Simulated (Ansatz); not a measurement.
**Cd: stationary points along a deformation path**

Computed with DFT PBE, scalar-relativistic, plane waves, PAW (Ansatz). Settings: plane waves to 420 eV, k-mesh 20×20×20 (Γ-centred), Gaussian smearing 0.15 eV. No spin polarisation. Energies are free energies at this smearing, counted from the undisturbed cell; pressure is positive in compression.

The starting cell (as given, not relaxed at this level; it stands at 2.1 GPa; this fcc form isn't the usual structure):

```
Cd
1.0
     0.00000    2.21815    2.21815
     2.21815    0.00000    2.21815
     2.21815    2.21815    0.00000
Cd
1
Direct
  0.00000 0.00000 0.00000
```

At fixed volume and fractional coordinates, lengths along (0.577, 0.577, 0.577) are scaled against those across it; ρ is that ratio over its starting value. V = 21.827 Å³/atom. Δσ is the stress along the axis less the mean stress across it (compression positive).

| ρ | ΔE (meV/atom) | Δσ (GPa) | space group |
| --- | --- | --- | --- |
| 0.500 | 258.4 | 0.00 | Pm-3m |
| 0.600 | 215.0 | 5.21 | R-3m |
| 0.710 | 113.6 | 7.54 | R-3m |
| 1.000 | 0.0 | 0.00 | Fm-3m |
| 1.410 | 110.6 | -13.46 | R-3m |
| 2.000 | 1326.4 | -70.70 | R-3m |

Task: How does the stress give the slope of the energy, and where is the energy stationary?

Result: Along the path d ln(length) is 2/3 d ln ρ on the axis and −1/3 d ln ρ across it, so dE/d ln ρ = −(2/3) V Δσ: the energy falls with ρ where Δσ is positive. Δσ vanishes or changes sign at ρ = 0.500 (Pm-3m, an end of the scan), at 258.4 meV/atom; at ρ = 1.000 (Fm-3m), a minimum at 0.0 meV/atom. Pairs of stationary points between two samples would go unseen, and could change a minimum read from distant neighbours into a maximum. At ρ = 0.500, 1.000 the cell is cubic, where symmetry alone makes the stress isotropic and the slope zero.

In a metal these slopes depend on the k mesh and the smearing.